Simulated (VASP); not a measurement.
AlGa7N8: band structure with PBEsol

The system is AlGa7N8.

```xyz
16
Lattice="0.0000 0.0000 -5.1615 3.1713 5.4928 0.0000 3.1713 -5.4928 0.0000" Properties=species:S:1:pos:R:3 pbc="T T T"
Al    1.5856   -0.9155   -0.0082
Ga    3.1740   -3.6603   -0.0059
Ga    3.1685    1.8325   -0.0059
Ga    4.7569   -0.9186   -0.0059
Ga    3.1637   -1.8266   -2.5838
Ga    1.5856    0.9068   -2.5838
Ga    4.7569    0.9155   -2.5859
Ga    3.1788    3.6662   -2.5838
N     1.5856   -0.9155   -3.2699
N     3.1740   -3.6603   -3.2166
N     3.1686    1.8325   -3.2166
N     4.7569   -0.9186   -3.2166
N     3.1391   -1.8124   -0.6283
N     1.5856    0.8783   -0.6283
N     4.7569    0.9155   -0.6393
N     3.2034    3.6804   -0.6283
```

The cell was built by a generator and needn't be a form met in nature.

| Item | Value |
| --- | --- |
| Program | VASP 6.6.1 |
| Task | band structure |
| Functional | PBEsol |
| Potentials or basis | VASP PAW PBE potentials, release 64 (Al, Ga_d, N) |
| Cutoff | 520 eV |
| k mesh | 6 × 6 × 5 |
| Occupations | gaussian, width 0.03 eV |
| Spin | no spin polarisation |
| Further INCAR settings | ALGO = Normal; EDIFF = 1e-06; NBANDS = 81 |

```
Pressure                : 0.1 GPa
Largest force           : 0.005 eV/Å
Band gap on the k mesh  : 2.17 eV, direct
Band gap along the path : 2.17 eV, direct
```

Forces in eV/Å, atoms in the order of the input:
```
Al   0.000  0.000 -0.001
Ga  -0.001  0.000  0.002
Ga   0.001  0.000  0.002
Ga   0.000  0.001  0.002
Ga  -0.002  0.001 -0.004
Ga   0.000 -0.003 -0.004
Ga   0.000  0.000  0.005
Ga   0.002  0.001 -0.004
N    0.000  0.000 -0.003
N   -0.004 -0.002  0.000
N    0.004 -0.002  0.000
N    0.000  0.004  0.000
N    0.002 -0.001  0.001
N    0.000  0.002  0.001
N    0.000  0.000  0.003
N   -0.002 -0.001  0.001
```

Levels at points of the mesh, in eV from the valence-band top:
```
           k point  band 64  band 65  band 66  band 67  band 68  band 69  band 70  band 71
(0.00, 0.00, 0.00)    -0.90    -0.05     0.00     0.00     2.17     4.44     4.93     4.93
(0.50, 0.00, 0.00)    -0.60    -0.60    -0.43    -0.43     4.33     4.35     4.35     4.41
(0.00, 0.50, 0.00)    -0.74    -0.64    -0.55    -0.40     4.43     4.50     5.60     5.62
(0.50, 0.50, 0.00)    -1.41    -1.22    -1.21    -1.19     5.26     5.30     5.32     5.41
```

Core levels (eV, on the scale of the bands):
| atom | levels |
| --- | --- |
| 1 Al | 1s -1498.3, 2s -95.7, 2p -57.1 |
| 2 Ga | 1s -10217.0, 2s -1250.4, 2p -1086.8, 3s -136.6, 3p -87.3 |
| 3 Ga | 1s -10217.0, 2s -1250.4, 2p -1086.8, 3s -136.6, 3p -87.3 |
| 4 Ga | 1s -10217.0, 2s -1250.4, 2p -1086.8, 3s -136.6, 3p -87.3 |
| 5 Ga | 1s -10216.9, 2s -1250.4, 2p -1086.8, 3s -136.6, 3p -87.3 |
| 6 Ga | 1s -10216.9, 2s -1250.4, 2p -1086.8, 3s -136.6, 3p -87.3 |

Wall time 6.7 min on 4 MPI ranks on Intel(R) Xeon(R) Platinum 8488C (Sapphire Rapids), with other jobs on the host, peak memory 1.5 GiB a rank.

Caveat: the PAW data sets were made with another functional, which shifts forces and pressure a little.
